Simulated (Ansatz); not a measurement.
**CdSe: squeezing one contact**

An exercise on one series of results from a longer session: the logs are not shown, and one member is left open.

Computed with Ansatz 0.2.0 (DFT PBEsol, with the methods named in each step, unless a step's input says otherwise).

1 further run of the same task is left out (for a known fault of the program).

## The starting structure

Symmetry: F-43m, No. 216, cubic system. The conventional cell has a = 6.141 Å, b = 6.141 Å, c = 6.141 Å, α = 90.00°, β = 90.00°, γ = 90.00°. Around Cd (site symmetry -43m) lie 4 Se at 2.66 Å. Se (site symmetry -43m) has 4 Cd at 2.66 Å as nearest neighbours.

As a file:

```cif
data_structure
_symmetry_space_group_name_H-M 'F-43m'
_symmetry_Int_Tables_number 216
_cell_length_a 6.1405
_cell_length_b 6.1405
_cell_length_c 6.1405
_cell_angle_alpha 90.000
_cell_angle_beta 90.000
_cell_angle_gamma 90.000
_cell_volume 231.54
loop_
_atom_site_label
_atom_site_type_symbol
_atom_site_symmetry_multiplicity
_atom_site_Wyckoff_symbol
_atom_site_fract_x
_atom_site_fract_y
_atom_site_fract_z
_atom_site_occupancy
Cd1 Cd 4 a 0.00000 0.00000 0.00000 1
Se1 Se 4 d 0.25000 0.25000 0.75000 1
```

The file gives the conventional cell by its symmetry; the runs use the cell typed in the input.

Atoms are numbered in the order of the input: Cd1, Se2.

The first run:

input.yaml

```yaml
crystal:
  lattice:
    - [0.0, 3.0702711986, 3.0702711986]
    - [3.0702711986, 0.0, 3.0702711986]
    - [3.0702711986, 3.0702711986, 0.0]
  atoms:
    - { symbol: Cd, position: [0.0, 0.0, 0.0] }
    - { symbol: Se, position: [0.25, 0.25, 0.25] }
kpoints:
  mp_grid: { grid: [7, 7, 7] }
scf:
  occupations: { method: fermi_dirac, width: 0.03 }
hamiltonian:
  xc: pbesol
  pseudopotentials: { kind: paw }
output:
  forces: true
  stress: true
  eigenvalues: true
  efg: { contact_densities: true }
  populations: true
```

Run with:

```console
ansatz run input.yaml --threads 1 --pin off --max-ram 2048MiB --backend cpu --events-out ev --progress --plain --runs-dir out
```

Among the steps run: Shortest bond scaled by 1, PAW; Shortest bond scaled by 1.1, PAW; Shortest bond scaled by 0.82, PAW; Shortest bond scaled by 0.7, PAW; Shortest bond scaled by 0.64, PAW; Shortest bond scaled by 0.64, PAW (level accurate).

One table of the session follows, with a row left open; its other results are not shown here.

```
              method  length (Å)  F from the given length (eV/cell)  force along the bond (eV/Å)  pressure (GPa)  gap on the k mesh (eV)  largest force (eV/Å)
                 PAW       1.702                              9.567                       38.879           56.07                    0.66                38.879
                 PAW       1.861                              4.887                       21.435           31.05                    0.55                21.435
                 PAW       2.180                              1.003                        5.836            6.30                    0.44                 5.836
                 PAW       2.659                              0.000                        0.000           -1.40                    0.42                 0.000
                 PAW       2.925                                  ?                            ?               ?                       ?                     ?
PAW (level accurate)       1.702                                  –                       40.005           57.85                    0.66                40.005
```

**Question.** Estimate the row for PAW, 2.925.

As computed: F from the given length (eV/cell): 0.105; force along the bond (eV/Å): -0.646; pressure (GPa): -0.52; gap on the k mesh (eV): 0.44; largest force (eV/Å): 0.646. In the column «F from the given length (eV/cell)» it lies between PAW, 2.659 (0.000) and PAW, 2.180 (1.003).

Limits of these values: Warnings in the runs' records: gradients without spin orbit, written density without core change, second datasets.
